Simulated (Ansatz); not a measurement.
# HfO2 (P2_1/c) in Ansatz: further runs

One crystal, HfO2, is run at these levels: rPW86-PBE+rVV10, PBE; tasks: single point, equation of state, band structure.

Everything below comes from runs of Ansatz 0.2.0. Logs are shortened: lines on timing, memory, paths and dates and some standing lists are left out, and cuts for length are marked.

**The experiment to reproduce.**

“Temperature dependence of self-trapped exciton luminescence in nanostructured hafnia powder”, 2021, arxiv:2112.02602 quotes, for a bulk crystal of HfO2: band gap 5.54 eV (indirect).

The results are compared with them further down.

### 1 Starting point

Symmetry: P2_1/c, No. 14, monoclinic system. The conventional cell has a = 5.118 Å, b = 5.186 Å, c = 5.284 Å, α = 90.00°, β = 99.35°, γ = 90.00°. Hf (site symmetry 1) is surrounded by 7 O at 2.03 to 2.25 Å. O (site symmetry 1) is surrounded by 3 Hf at 2.03 to 2.12 Å. Around O (site symmetry 1) lie 4 Hf at 2.14 to 2.25 Å.

### 2 Single point, rPW86-PBE+rVV10, 10.84 Å³/atom (volume scaled by 0.94)

Contents of input.yaml:

```yaml
crystal:
  lattice:
    - [5.0135217044, 0.0, 0.0]
    - [0.0, 5.079839684, 0.0]
    - [-0.8411344054, 0.0, 5.1074318236]
  atoms:
    - { symbol: Hf, position: [0.2755, 0.4603, 0.708] }
    - { symbol: Hf, position: [0.7245, 0.9603, 0.792] }
    - { symbol: Hf, position: [0.7245, 0.5397, 0.292] }
    - { symbol: Hf, position: [0.2755, 0.0397, 0.208] }
    - { symbol: O, position: [0.0742, 0.1684, 0.8467] }
    - { symbol: O, position: [0.9258, 0.6684, 0.6533] }
    - { symbol: O, position: [0.9258, 0.8316, 0.1533] }
    - { symbol: O, position: [0.0742, 0.3316, 0.3467] }
    - { symbol: O, position: [0.4487, 0.7419, 0.9801] }
    - { symbol: O, position: [0.5513, 0.2419, 0.5199] }
    - { symbol: O, position: [0.5513, 0.2581, 0.0199] }
    - { symbol: O, position: [0.4487, 0.7581, 0.4801] }
hamiltonian:
  xc: { exchange: rpw86, correlation: pbe }
  pseudopotentials: { kind: paw }
  dispersion: rvv10
kpoints:
  mp_grid: { grid: [5, 5, 5] }
scf:
  occupations: { method: fermi_dirac, width: 0.05 }
output:
  forces: true
  stress: true
  eigenvalues: true
```

Potentials or basis: Ansatz PAW.

Started as:

```bash
ansatz run input.yaml --threads 2 --pin off --max-ram 5120MiB --backend cpu --events-out ev --progress --plain --runs-dir out
```

What it wrote:

```text
Warning: RAYON_NUM_THREADS=2 ignored (pool sized by the plan → 2); use --threads N
Engine: ansatz 0.2.0, x86_64-unknown-linux-gnu
Pseudopotentials: kind: paw
Pseudopotential: Hf, paw, valence charge 26, recommended cutoff 420 eV (normal), Hf.paw.azcp
Pseudopotential: O, paw, valence charge 6, recommended cutoff 420 eV (normal), O.paw.azcp
Functional definition: unnamed
  exchange = rpw86_x
  correlation = pbe_c + rvv10(6.3, 0.0093)
Crystal: 12 atoms, lattice volume = 130.075 Å³
Basis set: ecut = 420 eV, 2535 PW (Γ), exchange–correlation on 80×80×80 points (8 copies of the dense FFT grid, shifted against one another)
Bands: 92, of which v1, the nominal top of the filled ones, is band 76 counted from 1 (75 counted from 0)
Symmetry: 4 space group operations
Space group: P21/c (ITA 14), of the structure as read, at distance tolerance 5.1e-5 Å
k-points: 39 of 125
Non-local potential: Hf, projectors of the file, l = 0: 3, l = 1: 2, l = 2: 2, l = 3: 3
Non-local potential: O, projectors of the file, l = 0: 2, l = 1: 2, l = 2: 1
PAW form: soft (Blöchl's): semilocal exchange-correlation on the pseudo side does not see the compensation charge
rVV10 density: all electrons in the spheres
PAW frozen core: Hf, regenerated for the run's functional, and the local potential with it (the file was generated under x = pbe(κ = 0.804, μ = 0.2195149727645171), c = pbe(β = 0.06672455060314922))
PAW frozen core: O, regenerated for the run's functional, and the local potential with it (the file was generated under x = pbe(κ = 0.804, μ = 0.2195149727645171), c = pbe(β = 0.06672455060314922))
PAW one-centre angular grid: Hf, 590 points (default); XC on 96 Gauss nodes
PAW one-centre angular grid: O, 110 points (default); XC on 64 Gauss nodes
Initial density: superposition of atomic densities (neutral atoms: chi_scale 0, normalization atom), corrected by the library's trained network
Initial wavefunctions: pseudopotential atomic-orbital guess
Functional: x = rpw86, c = pbe(β = 0.06672455060314922) + rvv10(b = 6.3, C = 0.0093)
SCF iter   1: F=—  HF=-67744.382730 eV  |F-HF|=—  |Δ(HF+E_count)|=         —  Δρ=1.81e-2  dr2=3.01e-1  ethr=1.77e-3  ⟨swp⟩=5.8  Hψ=11227  notcnv=0  defer=112
preconditioner: auto → Resta (q_TF=auto, 2.800 Å⁻¹)  ε∞=5.5  [insulator: Δε(μ)=4.611 eV  Ē_g=18.318 eV  σ=0.050 eV  W_gap=1.00  n_scr=48 (ndim 8)  ℏωp=39.1 eV  f_vac=0.069  D(μ)=0.00/eV (n_scr^D=0)  ε∞_Penn≈5.5]
SCF iter   2: F=—  HF=-67744.295421 eV  |F-HF|=—  |Δ(HF+E_count)|=   8.73e-2  Δρ=2.96e-3  dr2=8.00e-3  ethr=1.98e-4  ⟨swp⟩=2.0  Hψ=6570  notcnv=0  defer=383
SCF iter   3: F=—  HF=-67744.289956 eV  |F-HF|=—  |Δ(HF+E_count)|=   5.46e-3  Δρ=1.91e-3  dr2=3.89e-3  ethr=5.26e-6  ⟨swp⟩=2.0  Hψ=5494  notcnv=0  defer=227
automatic band count: iteration 3 solves 88 bands in place of 92: the levels show a gap, and the empty bands left out lie too high to hold charge; the band table lists the bands solved (type scf.n_extra_bands for more)
SCF iter   4: F=—  HF=-67744.288499 eV  |F-HF|=—  |Δ(HF+E_count)|=   1.46e-3  Δρ=6.94e-4  dr2=7.06e-4  ethr=2.56e-6  ⟨swp⟩=2.0  Hψ=5761  notcnv=0  defer=227
SCF iter   5: F=—  HF=-67744.288169 eV  |F-HF|=—  |Δ(HF+E_count)|=   3.30e-4  Δρ=2.11e-4  dr2=9.22e-5  ethr=4.64e-7  ⟨swp⟩=2.0  Hψ=5968  notcnv=0  defer=227
SCF iter   6: F=—  HF=-67744.288146 eV  |F-HF|=—  |Δ(HF+E_count)|=   2.37e-5  Δρ=6.08e-5  dr2=4.96e-6  ethr=6.07e-8  ⟨swp⟩=2.0  Hψ=6169  notcnv=0  defer=227
SCF iter   7: F=—  HF=-67744.288144 eV  |F-HF|=—  |Δ(HF+E_count)|=   1.35e-6  Δρ=4.60e-5  dr2=2.03e-6  ethr=3.26e-9  ⟨swp⟩=2.0  Hψ=6169  notcnv=0  defer=227
SCF iter   8: F=—  HF=-67744.288144 eV  |F-HF|=—  |Δ(HF+E_count)|=   5.25e-7  Δρ=1.07e-5  dr2=1.21e-7  ethr=1.34e-9  ⟨swp⟩=2.0  Hψ=5960  notcnv=0  defer=227
SCF iter   9: F=-67744.288144 eV  HF=-67744.288144 eV  |F-HF|=1.75e-10  |Δ(HF+E_count)|=   4.07e-8  Δρ=1.99e-6  dr2=4.48e-9  ethr=6.58e-11  ⟨swp⟩=9.3  Hψ=13901  notcnv=0
SCF 1 converged in 9 iterations: F = -67744.288144 eV  dr2 = 4.48e-9
SCF converged after 9 iterations
Free energy (F): -67744.288144 eV
Harris-Foulkes:  -67744.288144 eV  (|F-HF|=1.75e-10)
Internal energy: -67744.288144 eV  (E = F + TS)
E sigma→0 (E₀):  -67744.288144 eV
Fermi energy:    17.515400 eV
--- Per-component energies (eV) ---
  E_band       = 236.678091
  E_kinetic    = 3114.389940
  E_local      = -23842.645459  (includes V_loc(G=0)·N_el)
  E_nonlocal   = -4619.524874
  E_hartree    = 10989.426228
  E_xc         = -1780.991947
  E_vxc        = -1822.979960  (∫ρ·V_xc dr)
  E_paw        = -29299.793117  (= ΣΔE_a)
  E_vpaw       = 5428.574306  (= ΣTr[D̂ρ^β])
  E_aug_tail   = 0.016183  (compensation charges beyond the density's cutoff)
  E_ewald      = -22300.603956
  E_core_change = -4.561142  (= ΣΔE_core)
  E_smearing   = -0.000000  (= −TS)
  E_closure    = -0.000000  (closes the sum)
  Σ components = -67744.288144   (vs F -67744.288144, Δ=0.00e0)
--- Forces (eV/Å), atoms counted from 1 ---
  atom   1  Hf     0.62753719     0.29772188     0.39718265
  atom   2  Hf    -0.62753719     0.29772188    -0.39718265
  atom   3  Hf    -0.62753719    -0.29772188    -0.39718265
  atom   4  Hf     0.62753719    -0.29772188     0.39718265
  atom   5  O     -0.57974128    -0.21743371    -0.47269083
  atom   6  O      0.57974128    -0.21743371     0.47269083
  atom   7  O      0.57974128     0.21743371     0.47269083
  atom   8  O     -0.57974128     0.21743371    -0.47269083
  atom   9  O     -0.51888706     0.05194106     0.01067052
  atom  10  O      0.51888706     0.05194106    -0.01067052
  atom  11  O      0.51888706    -0.05194106    -0.01067052
  atom  12  O     -0.51888706    -0.05194106     0.01067052
  max |Σ_I F_I| component: 3.33e-16 eV/Å
--- Stress (GPa, compression-positive) ---
       27.983277      -0.000000       2.278925
       -0.000000      27.642043      -0.000000
        2.278925      -0.000000      28.354257
  P = ⅓ Tr σ = 27.9932 GPa (279.932 kbar)
--- Band table (eV; the first three rows and the last of 39) ---
  k-point 0: bands = ["-44.4008", "-44.3728", "-44.3679", "-44.3670", "-13.7858", "-13.7474", "-13.7219", "-13.4407", "-13.3593", "-13.3175", "-13.2797", "-13.2368", "-13.2006", "-13.1725", "-13.1221", "-13.0553", "-2.9918", "-1.5566", "-1.3708", "-1.3199", "-0.7934", "-0.7255", "-0.5510", "-0.3994", "5.6823", "5.6943", "5.6964", "5.6969", "5.7029", "5.7128", "5.7202", "5.7203", "5.7257", "5.7287", "5.7302", "5.7344", "5.7359", "5.7366", "5.7408", "5.7428", "5.7494", "5.7515", "5.7567", "5.7582", "5.7586", "5.7693", "5.7713", "5.7827", "5.7877", "5.8081", "5.8183", "5.8514", "9.6268", "9.6603", "10.3303", "10.4868", "10.5995", "10.9422", "11.9282", "12.1926", "12.3182", "12.5014", "12.6008", "12.6764", "13.3640", "13.4075", "13.4584", "13.4680", "13.7328", "14.2068", "14.3067", "14.3225", "14.8329", "14.9205", "15.2478", "15.3148", "20.0311", "20.7566", "20.8867", "21.1797", "21.3766", "21.6335", "22.0029", "22.1136", "22.3491", "22.5311", "23.2590", "23.2889"]
  k-point 1: bands = ["-44.3980", "-44.3748", "-44.3680", "-44.3677", "-13.7521", "-13.6950", "-13.6943", "-13.4801", "-13.3985", "-13.2966", "-13.2740", "-13.2604", "-13.2029", "-13.1685", "-13.1303", "-13.1070", "-2.8064", "-1.5035", "-1.3584", "-1.3267", "-0.8893", "-0.7764", "-0.6370", "-0.4417", "5.6797", "5.6885", "5.6956", "5.7000", "5.7008", "5.7132", "5.7212", "5.7233", "5.7250", "5.7276", "5.7312", "5.7323", "5.7342", "5.7392", "5.7410", "5.7457", "5.7488", "5.7495", "5.7523", "5.7606", "5.7621", "5.7642", "5.7773", "5.7802", "5.7889", "5.8072", "5.8146", "5.8415", "9.7465", "9.8864", "10.5702", "10.5749", "10.8240", "11.0578", "11.7391", "12.0488", "12.0634", "12.4345", "12.6583", "12.7901", "13.0097", "13.2615", "13.4764", "13.6856", "13.7711", "13.9702", "14.1375", "14.4992", "14.5450", "14.8688", "15.1090", "15.1765", "20.1129", "20.6292", "20.7502", "21.2797", "21.6069", "21.6535", "22.2598", "22.3202", "22.4235", "22.6850", "22.9678", "23.3076"]
  k-point 2: bands = ["-44.3906", "-44.3816", "-44.3682", "-44.3682", "-13.6603", "-13.6263", "-13.5841", "-13.5278", "-13.5083", "-13.3638", "-13.2546", "-13.2453", "-13.2218", "-13.1933", "-13.1583", "-13.1484", "-2.3183", "-1.7158", "-1.3771", "-1.3056", "-0.9065", "-0.8119", "-0.7697", "-0.5835", "5.6762", "5.6788", "5.6983", "5.7004", "5.7045", "5.7134", "5.7169", "5.7204", "5.7230", "5.7282", "5.7298", "5.7344", "5.7380", "5.7397", "5.7405", "5.7414", "5.7477", "5.7510", "5.7521", "5.7551", "5.7683", "5.7716", "5.7814", "5.7877", "5.7936", "5.8026", "5.8053", "5.8160", "10.1252", "10.4870", "10.5870", "10.8965", "11.2804", "11.3540", "11.4807", "11.6191", "11.6706", "12.4436", "12.5768", "12.6484", "12.8174", "13.1352", "13.1939", "13.6588", "13.6740", "13.8992", "14.0115", "14.4307", "14.6637", "14.7058", "14.7726", "14.9607", "20.2728", "20.4407", "20.8148", "21.0004", "21.8037", "21.9165", "22.4504", "22.5175", "22.6768", "22.7433", "23.3198", "23.4516"]
  k-point 38: bands = ["-44.3861", "-44.3815", "-44.3713", "-44.3694", "-13.7384", "-13.7061", "-13.6440", "-13.5857", "-13.4133", "-13.3270", "-13.2638", "-13.2250", "-13.1823", "-13.1656", "-13.1307", "-13.1076", "-2.1319", "-1.8199", "-1.4585", "-1.3929", "-0.9158", "-0.8576", "-0.6037", "-0.5841", "5.6866", "5.6923", "5.6984", "5.7039", "5.7052", "5.7116", "5.7152", "5.7209", "5.7223", "5.7289", "5.7309", "5.7323", "5.7356", "5.7385", "5.7441", "5.7460", "5.7484", "5.7503", "5.7541", "5.7556", "5.7649", "5.7668", "5.7707", "5.7746", "5.7848", "5.7894", "5.8038", "5.8232", "10.3642", "10.6161", "10.7801", "10.9059", "11.0523", "11.2336", "11.4062", "11.4978", "12.0081", "12.4343", "12.5777", "12.8007", "12.9431", "13.0534", "13.4389", "13.6707", "13.7066", "14.0757", "14.1145", "14.1552", "14.3922", "14.4778", "14.5688", "14.6985", "20.2503", "20.3994", "20.8375", "21.1208", "21.4880", "21.5831", "21.9418", "22.1269", "22.3333", "22.6996", "23.2851", "23.5630"]
```

It took 13 s on 2 threads of Intel Xeon at 2.60GHz (Ice Lake), shared host; peak memory 0.79 GiB.

What came out:

- Free energy: -67744.2881 eV
- Pressure: 28.0 GPa
- Largest force: 0.800 eV/Å
- Band gap on the k mesh: 4.39 eV, indirect (least direct gap 4.43 eV)

Caveat: odd divisions of the mesh miss points on the zone boundary, where band edges often lie, so the gap on the mesh can be too wide; the pressure holds a Pulay correction of +0.9 GPa for the finite cutoff; spin-orbit coupling is left out, which moves the levels of the heavy elements; the PAW data sets come from PBE, with cores solved anew for the run's functional, which leaves a small shift of forces and pressure.

(Part 1 of 2 ends here.)
